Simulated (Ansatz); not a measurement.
## Ca (Fm-3m), an elastic constant from a strain scan

The calculation used DFT PBE, scalar-relativistic, plane waves, PAW (Ansatz 0.2.0). The runs took a 420 eV cutoff, a Γ-centred 14×14×14 mesh and Gaussian smearing (0.15 eV). No spin polarisation. Energies are free energies at this smearing, counted from the undisturbed cell; pressure is positive in compression.

The undisturbed cell (as given, not relaxed at this level; it stands at -0.6 GPa):

```
Ca
1.0
     0.00000    2.79420    2.79420
     2.79420    0.00000    2.79420
     2.79420    2.79420    0.00000
Ca
1
Direct
  0.00000 0.00000 0.00000
```

The cell is strained by ε times the Voigt pattern (1, 0, 0, 0, 0, 0) (xx, yy, zz, yz, xz, xy; engineering shear) with fractional coordinates fixed. The cell holds 1 atom in V0 = 43.63 Å³. The stress column is τ = (1/V0) dE/dε, got from the stress tensor σ (compression positive) at each point as −det(1 + εP) σ : P(1 + εP)⁻¹, with P the pattern as a tensor.

```
      ε  ΔE (meV/atom)  τ (GPa)
-0.0400         -1.465   -0.290
-0.0300         -1.963   -0.076
-0.0200         -1.880    0.136
-0.0100         -1.223    0.346
 0.0000          0.000    0.553
 0.0100          1.785    0.757
 0.0200          4.123    0.959
 0.0300          7.007    1.159
 0.0350          8.652    1.257
 0.0400              ?        ?
```

Question: Which combination of elastic constants does this scan measure, and how large is it?

Answer: For small ε, τ = τ0 + Kε with K = pᵀCp, which for this pattern is C11 in the cubic axes. The parabola through τ at ε = -0.0100, 0 and 0.0100 has slope K = 20.6 GPa at zero. The energies per cell, E = NΔE, of the same two points give K = 2[E(ε₊)/ε₊ − E(ε₋)/ε₋]/[(ε₊ − ε₋)V0] = 20.6 GPa, in agreement.

Question: Predict the withheld row at ε = 0.0400 from the harmonic law, and compare.

Answer: ΔE = V0(τ0 ε + Kε²/2)/N = 10.506 meV/atom and τ = 1.38 GPa. The calculation gives 10.430 meV/atom and 1.36 GPa, a miss of 0.7 % of the harmonic energy, so the harmonic law still holds here.

In a metal these slopes depend on the k mesh and the smearing.